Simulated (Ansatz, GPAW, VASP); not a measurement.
## K: 4 runs at one level of theory

```
K
1.0
    -2.69756    2.69756    2.69756
     2.69756   -2.69756    2.69756
     2.69756    2.69756   -2.69756
K
1
Direct
  0.00000 0.00000 0.00000
```

Alike in all runs: task single point; functional LDA; k mesh 7 × 7 × 7; occupations gaussian, width 0.1 eV; no spin polarisation; no spin-orbit coupling. LDA stands for any of its common fits. Pressure is positive in compression and, in plane waves, holds the error of the finite cutoff, which Ansatz's Pulay term estimates and takes out.

```
                                                    program and potentials  plane-wave cutoff (eV)                                                 notes  pressure (GPa)
                                                        Ansatz, Ansatz PAW                     420  potentials made for PBE, which Ansatz adapts in part           -0.62
                              VASP, LDA PAW files K_sv, release 54, 520 eV                     520                                                     -           -0.63
GPAW, the program's PAW data sets (release 1.2.1) made for this functional                     600                                                     -           -0.63
                            Ansatz, all-electron LAPW, scalar-relativistic                       -                                                     -           -0.62
```

The pressure spans -0.63 (VASP, LDA PAW files K_sv, release 54, 520 eV) to -0.62 GPa (Ansatz, all-electron LAPW, scalar-relativistic), with all-electron results at -0.62.

The functional is the same throughout but for its coding, so the spread measures potentials, basis and numerics; runs on potential files found faulty are left out.
